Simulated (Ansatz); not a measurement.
ZrN:

```
Zr N
1.0
     0.00000    2.30000    2.30000
     2.30000    0.00000    2.30000
     2.30000    2.30000    0.00000
Zr N
1 1
Direct
  0.50000 0.50000 0.50000
  0.00000 0.00000 0.00000
```

Base run:

| Property | Result |
| --- | --- |
| Program | Ansatz 0.2.0 |
| Functional | BLYP |
| Potentials or basis | Ansatz PAW |
| Cutoff | 420 eV (not typed: the program's choice for these potentials) |
| k mesh | 10 × 10 × 10 |
| Occupations | fermi-dirac, width 0.05 eV |
| Spin | no spin polarisation |

Its results: band gap on the k mesh none (metal or under the smearing width); pressure 7.5 GPa.

Task: The run is repeated on the same cell with these changes: functional from BLYP to PBEsol. What comes out?

Result: Band gap on the k mesh none (metal or under the smearing width); pressure -7.9 GPa.

PBEsol binds more tightly than BLYP, so the same cell stands under less pressure.

Caveats: the PAW data sets come from PBE, with cores solved anew for the run's functional, which leaves a small shift of forces and pressure.
